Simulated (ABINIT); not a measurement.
# ZrB2: single point with PBEsol

The system is ZrB2.

```
CELL_PARAMETERS angstrom
3.17000 0.00000 0.00000
-1.58500 2.74530 0.00000
0.00000 0.00000 3.53300
ATOMIC_POSITIONS crystal
Zr 0.00000 0.00000 0.00000
B 0.66667 0.33333 0.50000
B 0.33333 0.66667 0.50000
```

```
Program             : ABINIT 10.8.3 (patched build)
Task                : single point
Functional          : PBEsol
Potentials or basis : PseudoDojo NC SR PBEsol v0.4.1 standard
Cutoff              : 925 eV
k mesh              : 8 × 8 × 6
Occupations         : fermi-dirac, width 0.05 eV
Spin                : no spin polarisation
```

```json
{
 "Pressure": "-3.9 GPa",
 "Band gap on the k mesh": "none (metal or under the smearing width)",
 "Valence electrons inside the program's atomic spheres": "Zr 8.44; B 2.63"
}
```

Stress tensor (GPa, compression positive):
```
-3.65  0.00  0.00
 0.00 -3.65  0.00
 0.00  0.00 -4.41
```

Levels at points of the mesh, in eV from the Fermi level:
```csv
k point,band 7,band 8,band 9,band 10,band 11,band 12
"(0.00, 0.00, 0.00)",-2.76,-2.76,-2.46,3.25,3.25,4.05
"(0.50, 0.00, 0.00)",-4.04,-3.18,-2.85,2.13,2.15,4.80
"(0.00, 0.00, 0.50)",-1.07,-1.07,0.17,0.17,0.63,0.63
"(0.50, 0.00, 0.50)",-4.75,-4.28,-2.13,3.59,3.97,5.18
```

Wall time 25 s on 1 thread of Arm Neoverse V1, on a shared host, peak memory 0.06 GiB.
